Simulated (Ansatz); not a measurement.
# W (Fm-3m) in Ansatz: settings compared

The runs below take W through relaxation of cell and atoms, with BLYP, r2SCAN.

All numbers are computed with Ansatz 0.2.0; they aren't measurements. Logs are shortened: lines on timing, memory, paths and dates and some standing lists are left out, and cuts for length are marked.

### 1 The structure

The structure is cubic, space group Fm-3m (No. 225). The conventional cell has a = 4.060 Å, b = 4.060 Å, c = 4.060 Å, α = 90.00°, β = 90.00°, γ = 90.00°. W (site symmetry m-3m) is surrounded by 12 W at 2.87 Å.

This isn't the form of W at room conditions, which is bcc.

### 2 Relaxation of cell and atoms, BLYP

input.yaml

```yaml
crystal:
  lattice:
    - [0.0, 2.03, 2.03]
    - [2.03, 0.0, 2.03]
    - [2.03, 2.03, 0.0]
  atoms:
    - { symbol: W, position: [0.0, 0.0, 0.0] }
hamiltonian:
  xc: blyp
  pseudopotentials: { kind: paw }
kpoints:
  mp_grid: { grid: [11, 11, 11] }
scf:
  occupations: { method: fermi_dirac, width: 0.05 }
output:
  forces: true
  stress: true
  eigenvalues: true
relax:
  f_tol: 0.01
  max_steps: 40
  cell: { stress_tol: 0.05 }
```

Potentials or basis: Ansatz PAW.

On the command line:

```
$ ansatz run input.yaml --threads 2 --pin off --max-ram 5632MiB --backend cpu --events-out ev --progress --plain --runs-dir out
```

Output:

```text
Warning: RAYON_NUM_THREADS=2 ignored (pool sized by the plan → 2); use --threads N
Engine: ansatz 0.2.0, aarch64-unknown-linux-gnu
Pseudopotentials: kind: paw
Pseudopotential: W, paw, valence charge 14, recommended cutoff 420 eV (normal), W.paw.azcp
Functional definition: BLYP
  parameter beta = 0.0042
  parameter a = 0.04918
  parameter b = 0.132
  parameter c = 0.2533
  parameter d = 0.349
  exchange = b88_x(beta = beta)
  correlation = lyp_c(a = a, b = b, c = c, d = d)
Crystal: 1 atoms, lattice volume = 16.731 Å³
Basis set: ecut = 420 eV, 331 PW (Γ), exchange–correlation on 40×40×40 points (8 copies of the dense FFT grid, shifted against one another)
Bands: 11, of which v1, the nominal top of the filled ones, is band 7 counted from 1 (6 counted from 0)
Symmetry: 48 space group operations
Space group: Fm-3m (ITA 225), of the structure as read, at distance tolerance 2.6e-5 Å
k-points: 56 of 1331
Non-local potential: W, projectors of the file, l = 0: 3, l = 1: 2, l = 2: 2, l = 3: 1
PAW form: soft (Blöchl's): semilocal exchange-correlation on the pseudo side does not see the compensation charge
PAW frozen core: W, regenerated for the run's functional, and the local potential with it (the file was generated under x = pbe(κ = 0.804, μ = 0.2195149727645171), c = pbe(β = 0.06672455060314922))
PAW one-centre angular grid: W, 590 points (default); XC on 64 Gauss nodes
Initial density: superposition of atomic densities (neutral atoms: chi_scale 0, normalization atom), corrected by the library's trained network
Initial wavefunctions: pseudopotential atomic-orbital guess
Functional: x = b88, c = lyp
SCF iter   1: F=—  HF=-10408.489136 eV  |F-HF|=—  |Δ(HF+E_count)|=         —  Δρ=1.13e-2  dr2=2.24e-2  ethr=1.77e-3  ⟨swp⟩=5.2  Hψ=3330  notcnv=0
preconditioner: auto → none  [metal: Δε(μ)=0.050 eV  Ē_g=8.251 eV  σ=0.050 eV  W_gap=0.23  n_scr=0 (ndim 8)  ℏωp=22.2 eV  f_vac=0.000  D(μ)=1.13/eV (n_scr^D=14)]
SCF iter   2: F=—  HF=-10408.481752 eV  |F-HF|=—  |Δ(HF+E_count)|=   7.38e-3  Δρ=3.79e-3  dr2=1.34e-3  ethr=1.60e-4  ⟨swp⟩=2.4  Hψ=1350  notcnv=0  defer=2
SCF iter   3: F=—  HF=-10408.481756 eV  |F-HF|=—  |Δ(HF+E_count)|=   3.81e-6  Δρ=1.19e-3  dr2=9.04e-5  ethr=9.59e-6  ⟨swp⟩=1.8  Hψ=710  notcnv=0  defer=2
SCF iter   4: F=—  HF=-10408.481787 eV  |F-HF|=—  |Δ(HF+E_count)|=   3.15e-5  Δρ=8.47e-5  dr2=3.13e-7  ethr=6.46e-7  ⟨swp⟩=2.6  Hψ=996  notcnv=0  defer=2
iter 5 did not close the SCF: its close was put off for the readings that it lacked (scf_convergence_deferred on its scf_iter line)
SCF iter   5: F=-10408.481788 eV  HF=-10408.481788 eV  |F-HF|=1.11e-8  |Δ(HF+E_count)|=   3.49e-7  Δρ=1.37e-5  dr2=1.66e-8  ethr=2.24e-9  ⟨swp⟩=2.0  Hψ=1007  notcnv=0  defer=2
SCF iter   6: F=-10408.481788 eV  HF=-10408.481788 eV  |F-HF|=8.37e-11  |Δ(HF+E_count)|=   5.56e-9  Δρ=1.51e-6  dr2=1.54e-10  ethr=1.19e-10  ⟨swp⟩=2.1  Hψ=2147  notcnv=0
SCF 1 converged in 6 iterations: F = -10408.481788 eV  dr2 = 1.54e-10
relax step   1: F+E_penalty+E_count = -10408.48178778 eV  Δ(F+E_penalty+E_count) = +0.000e0 eV  max|allowed force component| = 0.000e0 eV/Å  Δτ_max = 0.0000 Å  P = +4.797 GPa  Ω = 16.731 Å³  (6 SCF iters, dr2 threshold 1.00e-7 eV, accepted)
Crystal: 1 atoms, lattice volume = 17.990 Å³
Basis set: ecut = 420 eV, 339 PW (Γ), exchange–correlation on 40×40×40 points (8 copies of the dense FFT grid, shifted against one another)
Initial density: handed on by an earlier stage of this run
Initial wavefunctions: those handed on with the density
iter 1 solved again at ethr=3.83e-6 eV; its pass at ethr=3.10e-3 eV (dr2=5.36e-4 eV) is discarded
SCF iter   1: F=—  HF=-10408.444999 eV  |F-HF|=—  |Δ(HF+E_count)|=         —  Δρ=2.51e-3  dr2=5.29e-4  ethr=3.83e-6  ⟨swp⟩=2.1  Hψ=4674  notcnv=0
preconditioner: auto → none  [metal: Δε(μ)=0.039 eV  Ē_g=7.649 eV  σ=0.050 eV  W_gap=0.19  n_scr=8 (ndim 8)  ℏωp=21.4 eV  f_vac=0.000  D(μ)=1.16/eV (n_scr^D=14)]
SCF iter   2: F=—  HF=-10408.445099 eV  |F-HF|=—  |Δ(HF+E_count)|=   9.99e-5  Δρ=1.26e-3  dr2=1.32e-4  ethr=3.78e-6  ⟨swp⟩=1.0  Hψ=616  notcnv=0
SCF iter   3: F=—  HF=-10408.445148 eV  |F-HF|=—  |Δ(HF+E_count)|=   4.85e-5  Δρ=1.32e-4  dr2=2.65e-6  ethr=9.44e-7  ⟨swp⟩=1.9  Hψ=947  notcnv=0
SCF iter   4: F=—  HF=-10408.445147 eV  |F-HF|=—  |Δ(HF+E_count)|=   3.60e-7  Δρ=1.82e-5  dr2=1.97e-8  ethr=7.14e-10  ⟨swp⟩=3.1  Hψ=2579  notcnv=0
SCF iter   5: F=-10408.445147 eV  HF=-10408.445147 eV  |F-HF|=1.86e-10  |Δ(HF+E_count)|=   2.13e-8  Δρ=3.10e-6  dr2=1.37e-9  ethr=1.41e-10  ⟨swp⟩=2.0  Hψ=1985  notcnv=0
SCF 2 converged in 5 iterations: F = -10408.445147 eV  dr2 = 1.37e-9
relax step   2: F+E_penalty+E_count = -10408.44514721 eV  Δ(F+E_penalty+E_count) = +3.664e-2 eV  max|allowed force component| = 0.000e0 eV/Å  Δτ_max = 0.0000 Å  P = -12.872 GPa  Ω = 17.990 Å³  energy of the carried Pulay correction = -3.259e-4 eV  (5 SCF iters, dr2 threshold 1.00e-7 eV, rejected (line search))
Crystal: 1 atoms, lattice volume = 17.055 Å³
iter 1 solved again at ethr=1.81e-6 eV; its pass at ethr=3.10e-3 eV (dr2=2.54e-4 eV) is discarded
SCF iter   1: F=—  HF=-10408.485952 eV  |F-HF|=—  |Δ(HF+E_count)|=         —  Δρ=1.84e-3  dr2=2.62e-4  ethr=1.81e-6  ⟨swp⟩=2.7  Hψ=4600  notcnv=0
preconditioner: auto → none  [metal: Δε(μ)=0.049 eV  Ē_g=8.106 eV  σ=0.050 eV  W_gap=0.24  n_scr=0 (ndim 8)  ℏωp=22.0 eV  f_vac=0.000  D(μ)=1.08/eV (n_scr^D=14)]
SCF iter   2: F=—  HF=-10408.485999 eV  |F-HF|=—  |Δ(HF+E_count)|=   4.61e-5  Δρ=9.31e-4  dr2=6.57e-5  ethr=1.81e-6  ⟨swp⟩=1.0  Hψ=616  notcnv=0
SCF iter   3: F=—  HF=-10408.486021 eV  |F-HF|=—  |Δ(HF+E_count)|=   2.22e-5  Δρ=7.24e-5  dr2=6.98e-7  ethr=4.69e-7  ⟨swp⟩=1.7  Hψ=908  notcnv=0
SCF iter   4: F=—  HF=-10408.486019 eV  |F-HF|=—  |Δ(HF+E_count)|=   1.80e-6  Δρ=1.31e-5  dr2=8.46e-9  ethr=4.99e-9  ⟨swp⟩=2.1  Hψ=926  notcnv=0
SCF iter   5: F=—  HF=-10408.486019 eV  |F-HF|=—  |Δ(HF+E_count)|=   9.15e-9  Δρ=2.09e-6  dr2=5.58e-10  ethr=6.05e-11  ⟨swp⟩=2.1  Hψ=800  notcnv=0
SCF iter   6: F=-10408.486019 eV  HF=-10408.486019 eV  |F-HF|=5.46e-12  |Δ(HF+E_count)|=  2.29e-10  Δρ=1.69e-7  dr2=2.20e-12  ethr=1.00e-12  ⟨swp⟩=4.1  Hψ=2787  notcnv=0
SCF 3 converged in 6 iterations: F = -10408.486019 eV  dr2 = 2.20e-12
relax step   3: F+E_penalty+E_count = -10408.48601900 eV  Δ(F+E_penalty+E_count) = -4.231e-3 eV  max|allowed force component| = 0.000e0 eV/Å  Δτ_max = 0.0000 Å  P = -0.439 GPa  Ω = 17.055 Å³  energy of the carried Pulay correction = -8.619e-5 eV  (6 SCF iters, accepted)
Crystal: 1 atoms, lattice volume = 17.027 Å³
iter 1 solved again at ethr=3.69e-9 eV; its pass at ethr=3.10e-3 eV (dr2=5.17e-7 eV) is discarded
SCF iter   1: F=—  HF=-10408.486065 eV  |F-HF|=—  |Δ(HF+E_count)|=         —  Δρ=5.68e-5  dr2=2.50e-7  ethr=3.69e-9  ⟨swp⟩=2.1  Hψ=4135  notcnv=0
preconditioner: auto → none  [metal: Δε(μ)=0.050 eV  Ē_g=8.120 eV  σ=0.050 eV  W_gap=0.24  n_scr=0 (ndim 8)  ℏωp=22.0 eV  f_vac=0.000  D(μ)=1.08/eV (n_scr^D=14)]
SCF iter   2: F=-10408.486065 eV  HF=-10408.486065 eV  |F-HF|=1.99e-8  |Δ(HF+E_count)|=   1.44e-8  Δρ=2.83e-5  dr2=6.05e-8  ethr=7.14e-10  ⟨swp⟩=3.0  Hψ=2004  notcnv=0
SCF 4 converged in 2 iterations: F = -10408.486065 eV  dr2 = 6.05e-8
relax step   4: F+E_penalty+E_count = -10408.48606526 eV  Δ(F+E_penalty+E_count) = -4.627e-5 eV  max|allowed force component| = 0.000e0 eV/Å  Δτ_max = 0.0000 Å  P = -0.012 GPa  Ω = 17.027 Å³  energy of the carried Pulay correction = -7.891e-5 eV  (2 SCF iters, dr2 threshold 1.00e-7 eV, accepted)
Initial wavefunctions: pseudopotential atomic-orbital guess (no wavefunctions were taken with the density)
iter 1 solved again at ethr=3.45e-8 eV; its pass at ethr=3.10e-3 eV (dr2=4.83e-6 eV) is discarded
SCF iter   1: F=—  HF=-10408.486140 eV  |F-HF|=—  |Δ(HF+E_count)|=         —  Δρ=5.24e-5  dr2=9.93e-8  ethr=3.45e-8  ⟨swp⟩=3.1  Hψ=5068  notcnv=0
preconditioner: auto → none  [metal: Δε(μ)=0.050 eV  Ē_g=8.121 eV  σ=0.050 eV  W_gap=0.24  n_scr=0 (ndim 8)  ℏωp=22.0 eV  f_vac=0.000  D(μ)=1.08/eV (n_scr^D=14)]
SCF iter   2: F=—  HF=-10408.486142 eV  |F-HF|=—  |Δ(HF+E_count)|=   2.10e-6  Δρ=2.67e-5  dr2=2.54e-8  ethr=7.09e-10  ⟨swp⟩=1.1  Hψ=649  notcnv=0
SCF iter   3: F=—  HF=-10408.486142 eV  |F-HF|=—  |Δ(HF+E_count)|=   9.24e-9  Δρ=5.57e-7  dr2=4.58e-11  ethr=1.81e-10  ⟨swp⟩=1.1  Hψ=621  notcnv=0
SCF iter   4: F=-10408.486142 eV  HF=-10408.486142 eV  |F-HF|=9.09e-12  |Δ(HF+E_count)|=  4.00e-11  Δρ=1.98e-7  dr2=6.07e-12  ethr=1.00e-12  ⟨swp⟩=6.6  Hψ=2750  notcnv=0
SCF 5 converged in 4 iterations: F = -10408.486142 eV  dr2 = 6.07e-12
relax step   5: F+E_penalty+E_count = -10408.48614212 eV  Δ(F+E_penalty+E_count) = -7.685e-5 eV  max|allowed force component| = 0.000e0 eV/Å  Δτ_max = 0.0000 Å  P = -0.012 GPa  Ω = 17.027 Å³  stress off target by 1.20e-2 GPa  SCF on the basis re-selected at this cell (its energy is not comparable with the rows above)  (4 SCF iters)
basis re-selected at this cell: Δ(F+E_penalty+E_count) = -7.685e-5 eV, ΔP = +0.000 GPa vs the last step (what re-selecting the basis moved, of the pressure what is left beyond the Pulay correction that the steps carried, after the strain that the cell walked since its last selection, with what the two solves' SCF thresholds leave and, on support functions, any second-order correction that the steps lacked; it is no measure of the basis error at this ecutwfc). This SCF's stress stands 1.20e-2 GPa from its target on what of the cell is left free (relax.cell.stress_tol is 5.00e-2 GPa) and its largest allowed force component is 0.00e0 eV/Å (relax.f_tol is 1.00e-2 eV/Å): within both
SCF converged after 4 iterations
Free energy (F): -10408.486142 eV
Harris-Foulkes:  -10408.486142 eV  (|F-HF|=9.09e-12)
Internal energy: -10408.476966 eV  (E = F + TS)
E sigma→0 (E₀):  -10408.481554 eV
Entropy (-TS):   -0.009177 eV (-9.177 meV/atom)
Fermi energy:    20.880309 eV
--- Per-component energies (eV) ---
  E_band       = -97.090245
  E_kinetic    = 448.340735
  E_local      = -652.553975  (includes V_loc(G=0)·N_el)
  E_nonlocal   = 0.841336
  E_hartree    = 231.687769
  E_xc         = -262.144828
  E_vxc        = -232.652752  (∫ρ·V_xc dr)
  E_paw        = -8590.540362  (= ΣΔE_a)
  E_vpaw       = -124.441004  (= ΣTr[D̂ρ^β])
  E_aug_tail   = -0.000050  (compensation charges beyond the density's cutoff)
  E_ewald      = -1584.297598
  E_core_change = 0.190007  (= ΣΔE_core)
  E_smearing   = -0.009177  (= −TS)
  E_closure    = 0.000000  (closes the sum)
  Σ components = -10408.486142   (vs F -10408.486142, Δ=0.00e0)
--- Forces (eV/Å), atoms counted from 1 ---
  atom   1  W     -0.00000000     0.00000000     0.00000000
  max |Σ_I F_I| component: 1.97e-31 eV/Å
--- Stress (GPa, compression-positive) ---
       -0.012007      -0.000000      -0.000000
       -0.000000      -0.012007      -0.000000
       -0.000000      -0.000000      -0.012007
  P = ⅓ Tr σ = -0.0120 GPa (-0.120 kbar)
--- Band table (eV; the first three rows and the last of 56) ---
  k-point 0: bands = ["-52.7664", "-16.5012", "-16.5012", "-16.5012", "12.2852", "20.3326", "20.3326", "20.3326", "23.2602", "23.2602", "33.8376"]
  k-point 1: bands = ["-52.7593", "-16.5863", "-16.5122", "-16.5122", "12.6296", "20.0914", "20.4877", "20.4877", "23.1343", "23.1343", "34.4970"]
  k-point 2: bands = ["-52.7401", "-16.8101", "-16.5418", "-16.5418", "13.5591", "19.6163", "20.7632", "20.7632", "23.0404", "23.0404", "35.1933"]
  k-point 55: bands = ["-52.6471", "-17.1982", "-17.1437", "-16.8597", "17.4681", "18.5340", "19.4215", "22.2795", "25.9903", "29.6649", "31.3288"]
--- Relaxed structure (4 steps of the walk, 3 accepted, 1 SCFs on fresh bases) ---
  F+E_penalty+E_count = -10408.48614212 eV   max|allowed force component| = 0.000e0 eV/Å   (the final SCF, on the basis selected at the relaxed cell)
  cell:  # Å, volume = 17.0272 Å³
    - [5.09537203289559e-34, 2.0419137402972605, 2.0419137402972605]
    - [2.04191374029726, 5.095372032895593e-35, 2.0419137402972605]
    - [2.04191374029726, 2.0419137402972605, -2.547686016447795e-34]
  atoms:
    - { symbol: W, position: [0.0, 0.0, 0.0] }
```

It took 2.7 s on 2 threads of Arm Neoverse V1, shared host; peak memory 0.27 GiB.

Results:

```
Free energy                            : -10408.4861 eV
Relaxed volume                         : 17.03 Å³/atom
Relaxed cell                           : a = 2.888 Å, b = 2.888 Å, c = 2.888 Å, α = 60.00°, β = 60.00°, γ = 60.00°
Space group after relaxing (to 0.05 Å) : Fm-3m (No. 225)
Energy gained by relaxing              : 4.4 meV/atom
Ionic steps                            : 4
Pressure after relaxing                : 0.0 GPa
Band gap on the k mesh                 : none (metal or under the smearing width)
```

Step by step:
```tsv
step	energy change (eV)	largest force (eV/Å)	volume (Å³)
1	0.0000	0.0000	16.73
2	-0.0042	0.0000	17.05
3	-0.0043	0.0000	17.03
4	-0.0044	0.0000	17.03
```

Final structure:
```yaml
crystal:
  lattice:
    - [0.00000, 2.04191, 2.04191]
    - [2.04191, 0.00000, 2.04191]
    - [2.04191, 2.04191, 0.00000]
  atoms:
    - { symbol: W, position: [0.00000, 0.00000, 0.00000] }
```

Caveat: the plane-wave basis is chosen anew once the cell has moved, so the energies of steps on either side of that aren't comparable; the PAW data sets come from PBE, with cores solved anew for the run's functional, which leaves a small shift of forces and pressure. BLYP gives volumes clearly too large for solids.

### 3 Relaxation of cell and atoms, r2SCAN

input.yaml, as its differences from that of step 2:

```diff
@@ -8,3 +8,3 @@
 hamiltonian:
-  xc: blyp
+  xc: r2scan
   pseudopotentials: { kind: paw }
```

Potentials or basis: Ansatz PAW.

On the command line:

```
$ ansatz run input.yaml --threads 2 --pin off --max-ram 5632MiB --backend cpu --events-out ev --progress --plain --runs-dir out
```

Run time: 7.9 s. Hardware: 2 threads of Arm Neoverse V1, shared host; peak memory 0.34 GiB.

It converged, with:

* Free energy: -10396.7529 eV
* Relaxed volume: 16.18 Å³/atom
* Relaxed cell: a = 2.839 Å, b = 2.839 Å, c = 2.839 Å, α = 60.00°, β = 60.00°, γ = 60.00°
* Space group after relaxing (to 0.05 Å): Fm-3m (No. 225)
* Energy gained by relaxing: 16.5 meV/atom
* Ionic steps: 5
* Pressure after relaxing: 0.0 GPa
* Band gap on the k mesh: none (metal or under the smearing width)

Step by step:
| step | energy change (eV) | largest force (eV/Å) | volume (Å³) |
| --- | --- | --- | --- |
| 1 | 0.0000 | 0.0000 | 16.73 |
| 2 | -0.0162 | 0.0000 | 16.28 |
| 3 | -0.0168 | 0.0000 | 16.18 |
| 4 | -0.0168 | 0.0000 | 16.18 |
| 5 | -0.0165 | 0.0000 | 16.18 |

Final structure:
```
W
1.0
     0.00000    2.00766    2.00766
     2.00766    0.00000    2.00766
     2.00766    2.00766    0.00000
W
1
Direct
  0.00000 0.00000 0.00000
```

Levels at points of the mesh, in eV from the Fermi level:
| k point | band 3 | band 4 | band 5 | band 6 | band 7 | band 8 | band 9 | band 10 | band 11 |
| --- | --- | --- | --- | --- | --- | --- | --- | --- | --- |
| (0.00, 0.00, 0.00) | -38.47 | -38.47 | -9.56 | -0.62 | -0.62 | -0.62 | 2.82 | 2.82 | 13.27 |

Caveat: the plane-wave basis is chosen anew once the cell has moved, so the energies of steps on either side of that aren't comparable; the PAW data sets come from PBE, with cores solved anew for the run's functional, which leaves a small shift of forces and pressure.
